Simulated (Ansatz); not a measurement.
**WC in Ansatz: the effect of functional**

Crystal: WC.

```xyz
2
Lattice="0.0000 2.2072 2.2072 2.2072 0.0000 2.2072 2.2072 2.2072 0.0000" Properties=species:S:1:pos:R:3 pbc="T T T"
W     0.0000    0.0000    0.0000
C     2.2072    2.2072    2.2072
```

Measurements of this composition are mostly on another form, of space group No. 187.

The cell isn't the ideal one: volume scaled by 1.02.

Alike in all runs:

| Item | Value |
| --- | --- |
| Program | Ansatz 0.2.0 |
| Task | single point |
| Potentials or basis | Ansatz PAW |
| k mesh | 10 × 10 × 10 |
| Occupations | fermi-dirac, width 0.05 eV |
| Spin | no spin polarisation |

Q: One run gave: pressure -12.2 GPa. Which functional did it use?
A. LDA
B. r2SCAN
C. PBEsol

A: B.

```csv
functional,cutoff,pressure (GPa)
LDA,420 eV (not typed: the program's choice for these potentials),-22.4
PBEsol,420 eV (not typed: the program's choice for these potentials),-16.8
r2SCAN,500 eV (not typed: the program's choice for these potentials),-12.2
```

Caveats: the PAW data sets come from PBE, with cores solved anew for the run's functional, which leaves a small shift of forces and pressure.

Runs at the PBE level aren't shown here.
